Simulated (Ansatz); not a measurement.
Computed with DFT PBE, scalar-relativistic, plane waves, PAW (Ansatz 0.2.0).

Structure of MgGa₂O₄:

```yaml
crystal:
  lattice:
    - [0.00000, 4.22470, 4.22470]
    - [4.22470, 0.00000, 4.22470]
    - [4.22470, 4.22470, 0.00000]
  atoms:
    - { symbol: Mg, position: [0.50000, 0.50000, 0.50000] }
    - { symbol: Mg, position: [0.75000, 0.75000, 0.75000] }
    - { symbol: Ga, position: [0.12500, 0.12500, 0.62500] }
    - { symbol: Ga, position: [0.12500, 0.62500, 0.12500] }
    - { symbol: Ga, position: [0.62500, 0.12500, 0.12500] }
    - { symbol: Ga, position: [0.12500, 0.12500, 0.12500] }
    - { symbol: O, position: [0.88607, 0.34180, 0.88607] }
    - { symbol: O, position: [0.36393, 0.36393, 0.90820] }
    - { symbol: O, position: [0.36393, 0.36393, 0.36393] }
    - { symbol: O, position: [0.90820, 0.36393, 0.36393] }
    - { symbol: O, position: [0.88607, 0.88607, 0.88607] }
    - { symbol: O, position: [0.34180, 0.88607, 0.88607] }
    - { symbol: O, position: [0.36393, 0.90820, 0.36393] }
    - { symbol: O, position: [0.88607, 0.88607, 0.34180] }
```

Cutoff 420 eV; k points 6×6×6 on the computed 14-atom cell (Γ-centred); Gaussian smearing, width 0.02 eV; no spin polarisation.

Levels along Γ–X–U | K–Γ–L–W–X, in eV from a zero inside the gap, sorted by energy at each point. Points in fractions of the primitive reciprocal vectors: Γ (0.000 0.000 0.000), X (0.500 0.000 0.500), U (0.625 0.250 0.625), K (0.375 0.375 0.750), L (0.500 0.500 0.500), W (0.500 0.250 0.750).
```
point k (1/Å, with 2π) band 57  band 58  band 59  band 60  band 61  band 62  band 63
    Γ             0.000    -1.78    -1.56    -1.56    -1.56     1.56     4.42     4.42
    -             0.149    -1.77    -1.64    -1.64    -1.57     1.85     4.51     4.57
    -             0.297    -1.81    -1.81    -1.75    -1.59     2.53     4.75     4.98
    -             0.446    -1.85    -1.85    -1.72    -1.62     3.37     5.00     5.53
    -             0.595    -1.85    -1.85    -1.70    -1.65     4.17     5.07     5.97
    X             0.744    -1.85    -1.85    -1.68    -1.68     4.79     4.79     6.12
    -             0.796    -1.87    -1.86    -1.69    -1.68     4.79     4.80     6.12
    -             0.849    -1.90    -1.88    -1.73    -1.67     4.81     4.84     6.10
    -             0.901    -1.95    -1.90    -1.79    -1.66     4.83     4.91     6.02
    -             0.954    -2.02    -1.92    -1.85    -1.65     4.85     5.00     5.87
    U             1.006    -2.09    -1.94    -1.92    -1.64     4.83     5.11     5.71
    K             1.006    -2.09    -1.94    -1.92    -1.64     4.83     5.11     5.71
    -             1.164    -2.18    -1.98    -1.97    -1.63     4.32     5.44     5.58
    -             1.322    -1.98    -1.98    -1.84    -1.64     3.47     5.38     5.47
    -             1.480    -1.90    -1.79    -1.69    -1.65     2.60     4.91     4.95
    -             1.637    -1.81    -1.63    -1.62    -1.60     1.88     4.55     4.56
    Γ             1.795    -1.78    -1.56    -1.56    -1.56     1.56     4.42     4.42
    -             1.924    -1.82    -1.60    -1.60    -1.59     1.78     4.51     4.52
    -             2.053    -1.90    -1.66    -1.64    -1.64     2.30     4.78     4.80
    -             2.182    -1.91    -1.76    -1.64    -1.64     2.95     5.16     5.21
    -             2.311    -1.92    -1.85    -1.64    -1.64     3.61     5.07     5.62
    L             2.439    -1.92    -1.88    -1.64    -1.64     4.02     4.74     5.83
    -             2.544    -1.94    -1.89    -1.70    -1.64     4.09     4.81     5.80
    -             2.650    -1.98    -1.96    -1.80    -1.66     4.28     4.98     5.75
    -             2.755    -2.15    -1.99    -1.85    -1.70     4.54     5.18     5.70
    -             2.860    -2.11    -2.00    -1.87    -1.77     4.83     5.25     5.72
    W             2.965    -2.04    -2.04    -1.84    -1.84     5.09     5.09     5.85
    -             3.039    -2.03    -2.03    -1.81    -1.81     5.05     5.05     5.91
    -             3.114    -1.98    -1.98    -1.76    -1.76     4.96     4.96     6.02
    -             3.188    -1.92    -1.92    -1.72    -1.72     4.87     4.87     6.10
    -             3.263    -1.87    -1.87    -1.69    -1.69     4.81     4.81     6.12
    X             3.337    -1.85    -1.85    -1.68    -1.68     4.79     4.79     6.12
```

Cost: 1 run of about 2 core-minutes, on Intel Xeon Processor @ 2.50GHz (Skylake/Cascade Lake) (shared hosts).